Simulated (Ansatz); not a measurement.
AgI, one cell by several methods

```yaml
crystal:
  lattice:
    - [4.53420, 0.00000, 0.00000]
    - [-2.26710, 3.92673, 0.00000]
    - [0.00000, 0.00000, 7.51000]
  atoms:
    - { symbol: Ag, position: [0.33333, 0.66667, 0.00000] }
    - { symbol: Ag, position: [0.66667, 0.33333, 0.50000] }
    - { symbol: I, position: [0.33333, 0.66667, 0.37500] }
    - { symbol: I, position: [0.66667, 0.33333, 0.87500] }
```

Atom numbers follow the list: Ag1, Ag2, I3, I4.

The cell is COD entry 1011050, as deposited and not checked against the literature; nothing was relaxed. It is an old determination, and later ones may differ. The listed cell was then made from it by scaling, straining or moving an atom.

No spin–orbit coupling, which matters for the heavy atoms here.

All numbers are computed: DFT, LDA, PAW with Ansatz's default frozen-core files, scalar-relativistic (Ansatz 0.2.0); DFT, LDA, all-electron LAPW, scalar-relativistic (Ansatz 0.2.0).

For PAW: a Γ-centred 8×8×4 k mesh, Fermi–Dirac smearing of 0.01 eV, cutoff 420 eV, no spin polarisation; the PAW files were made with PBE, and the program remakes their frozen cores for this functional. LAPW targets a basis error of 0.5 meV/atom. The Ansatz runs share mesh, smearing and spin set-up. Plane-wave (PAW) pressures include the program's estimate of the Pulay term.

Stress and pressure are positive in compression.

The change that made this cell: equal xx and yy strain of -1 %.

PAW results:

| quantity | PAW |
| --- | --- |
| pressure (GPa) | -1.62 |
| stress xx (GPa) | -1.38 |
| stress zz (GPa) | -2.10 |
| force on Ag1, z (eV/Å) | 0.054 |
| force on I3, z (eV/Å) | -0.054 |
| band gap (eV) | 1.070 |

Task: What does LAPW (all electrons) give for the same quantities?

Result: 
```csv
quantity,LAPW
pressure (GPa),-1.61
stress xx (GPa),-1.38
stress zz (GPa),-2.09
"force on Ag1, z (eV/Å)",0.054
"force on I3, z (eV/Å)",-0.054
band gap (eV),1.068
```
